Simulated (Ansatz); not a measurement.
**Collinear states of CuO**

Theory: DFT PBE+U, scalar-relativistic, plane waves, PAW (Ansatz 0.2.0).

```cif
data_structure
_symmetry_space_group_name_H-M 'P 1'
_symmetry_Int_Tables_number 1
_cell_length_a 2.9040
_cell_length_b 2.9040
_cell_length_c 5.1321
_cell_angle_alpha 97.781
_cell_angle_beta 97.781
_cell_angle_gamma 72.316
_cell_volume 40.65
loop_
_atom_site_label
_atom_site_type_symbol
_atom_site_fract_x
_atom_site_fract_y
_atom_site_fract_z
_atom_site_occupancy
Cu1 Cu 0.00320 0.49680 0.00000 1
Cu2 Cu 0.49680 0.00320 0.50000 1
O1 O 0.57140 0.40560 0.25370 1
O2 O 0.40560 0.57140 0.75370 1
```

| Item | Value |
| --- | --- |
| plane-wave cutoff | 420 eV |
| Γ-centred k-mesh | 16×16×8 |
| occupation rule | Gaussian smearing, 0.05 eV |
| U_eff on Löwdin-orthogonalised atomic d orbitals | Cu 4 eV |
| list of starting moments (μB, in atom order) | 2.5 2.5 0 0 |
| check for lower electronic states after the SCF | on |

All runs keep this geometry, which isn't relaxed for the lowest state (largest force there 0.861 eV/Å, pressure 8.4 GPa); relaxing each order can shift differences of a few meV. Site moments are spin moments in atom-centred spheres that scale with the neighbour distance. The states are those that the runs reached from these starts; a lower one can exist. No antiferromagnetic start is among these.

Problem. Starts tried: no spin; large parallel starting moments. Which state comes out lowest, and what are the moments?

Solution. Of the states reached here, with no antiferromagnetic start among them, the lowest is ferromagnetic, reached from the start “large parallel starting moments”, with site moments (μB) Cu +0.60 (×2), O +0.31 (×2).

```csv
start,ends,energy above lowest (meV/atom),site moments (μB),gap on mesh (eV),P (GPa)
no spin,non-magnetic,24.8,none over 0.05,metal,7.5
large parallel starting moments,ferromagnetic,0.00,"Cu +0.60 (×2), O +0.31 (×2)",metal,8.4
```

Cost: 2 runs of about 7.9 core-minutes in all, on Arm Neoverse V1 (shared hosts).